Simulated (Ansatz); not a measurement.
A 2-atom cell of AgCl started from a crystallographic database, relaxed with r2SCAN, was run in Ansatz 0.2.0 under altered settings. All numbers are computed, without spin polarisation but where a row says otherwise.

```yaml
crystal:
  lattice:
    - [0.00000, 2.77317, 2.77317]
    - [2.77317, 0.00000, 2.77317]
    - [2.77317, 2.77317, 0.00000]
  atoms:
    - { symbol: Ag, position: [0.00000, 0.00000, 0.00000] }
    - { symbol: Cl, position: [0.50000, 0.50000, 0.50000] }
```

The base run's other keys:
```yaml
kpoints:
  mp_grid: { grid: [4, 4, 4] }
hamiltonian:
  xc: hse06
scf:
  occupations: { method: fixed }
  n_extra_bands: 4
```

It takes 12 iterations with 869 plane waves at 420 eV and 8 k points, and leaves a mean stress of +1.50 GPa. The gap over this mesh is 2.417 eV. It ran on 4 threads of Arm Neoverse N1 (shared host).

Outcomes, with energy and stress as changes against the base:
```csv
setting,outcome,ΔF (meV/atom),Δ mean stress (GPa),gap on the mesh (eV),iterations,wall time
scf.exx.ecutfock_ratio: 4,converged,0.0,0.0,2.417,12,8.2 s
"PBE hybrid, exx coeff 0.15, omega 0.3 1/Å",converged,–,+0.1,1.667,12,7.7 s
hamiltonian.xc: wpbeh,converged,–,-0.2,2.332,12,8 s
basis.ecutwfc: 350,"converged, warned",+2.1,0.0,2.418,12,6.4 s
```
A dash marks a value that wasn't obtained or can't be compared. Stress is positive in compression. The base took 8.1 s.

- PBE hybrid, exx coeff 0.15, omega 0.3 1/Å. That is 15 % exact exchange, screened with ω = 0.3 1/Å, against HSE06's 25 % screened at 0.208 1/Å. The mean stress moves by +0.1 GPa and the gap on the mesh by -0.750 eV (to 1.667). Totals of different functionals aren't comparable.
- hamiltonian.xc: wpbeh. The mean stress moves by -0.2 GPa and the gap on the mesh by -0.085 eV (to 2.332). It's another functional on the same cell, so totals aren't comparable.
- basis.ecutwfc: 350. 609 plane waves in place of 869. The free energy moves by +2.1 meV an atom, the mean stress by 0.0 GPa and the gap on the mesh by +0.001 eV (to 2.418). The basis is too small: these are errors of the cutoff. Warned: cutoff below recommended.

Within 1 meV an atom, 0.1 GPa and 0.005 eV of the base stay: scf.exx.ecutfock_ratio: 4.

The runs are scalar-relativistic, without spin-orbit coupling.

The stress of a hybrid is loosely converged in these runs.

The meshes of the hybrids are coarse, so their gaps aren't converged to the digits shown.
